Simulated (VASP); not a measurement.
The system is MnO.

```xyz
2
Lattice="2.9713 -1.7170 0.0000 2.9713 1.7170 0.0000 -1.9846 0.0000 2.8103" Properties=species:S:1:pos:R:3 pbc="T T T"
Mn    1.9788    0.0000    1.4070
O     3.9609    0.0000    0.7007
```

The cell comes from a database or a generator and needn't be the stable form of this composition.

| Item | Value |
| --- | --- |
| Program | VASP 6.6.1 |
| Task | relaxation of cell and atoms |
| Functional | rSCAN |
| Potentials or basis | VASP PAW PBE potentials, release 64 (Mn_pv, O) |
| Cutoff | 600 eV |
| k mesh | 7 × 7 × 7 |
| Occupations | gaussian, width 0.05 eV |
| Spin | collinear spin, ferromagnetic start |
| Starting moments | [4.0, 0.0] μB |

At the start: pressure -6.5 GPa; volume 14.34 Å³/atom.

Task: How do energy, volume and symmetry change on relaxing?

Result: Over 4 steps the energy falls by 17.9 meV/atom and the volume is 13.54 Å³/atom (-5.6 %); space group F-43m (No. 216, to 0.05 Å); moment 5.00 μB per cell.

The path:
```tsv
step	energy change (eV)	largest force (eV/Å)	pressure (GPa)	volume (Å³)
1	0.0000	0.0048	-6.50	28.67
2	-0.0281	0.0077	3.69	26.33
3	-0.0359	0.0025	0.26	27.03
4	-0.0359	0.0029	-0.05	27.08
```

Final structure:
```
CELL_PARAMETERS angstrom
2.91581 -1.68495 0.00008
2.91581 1.68495 0.00008
-1.94749 0.00000 2.75620
ATOMIC_POSITIONS crystal
Mn 0.50023 0.50023 0.50071
O 0.74977 0.74977 0.24930
```

Caveat: the PAW data sets were made with another functional, which shifts forces and pressure a little; a cell with one magnetic atom can't hold antiferromagnetic order, which such compounds often take.
